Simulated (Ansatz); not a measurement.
TaN:

```
Ta N
1.0
     2.92177    0.00000    0.00000
    -1.46088    2.53033    0.00000
     0.00000    0.00000    5.91652
Ta N
2 2
Direct
  0.00000 0.00000 0.50000
  0.00000 0.00000 0.00000
  0.33333 0.66667 0.25000
  0.66667 0.33333 0.75000
```

The cell comes from a database or a generator and needn't be the stable form of this composition.

Base run:

| Item | Value |
| --- | --- |
| Program | Ansatz 0.2.0 |
| Functional | r2SCAN |
| Potentials or basis | Ansatz PAW |
| Cutoff | 500 eV (not typed: the program's choice for these potentials) |
| k mesh | 10 × 10 × 5 |
| Occupations | fermi-dirac, width 0.05 eV |
| Spin | no spin polarisation |

Its results: band gap on the k mesh none (metal or under the smearing width); pressure -5.9 GPa.

The run is repeated on the same cell with these changes: functional from r2SCAN to PBE; cutoff from 500 eV (not typed: the program's choice for these potentials) to 420 eV (not typed: the program's choice for these potentials); occupations from fermi-dirac, width 0.05 eV to gaussian, width 0.012 eV. What comes out?

Band gap on the k mesh none (metal or under the smearing width); pressure -1.1 GPa.

Caveats: spin-orbit coupling is left out, which moves the levels of the heavy elements (some runs); the PAW data sets come from PBE, with cores solved anew for the run's functional, which leaves a small shift of forces and pressure (some runs).
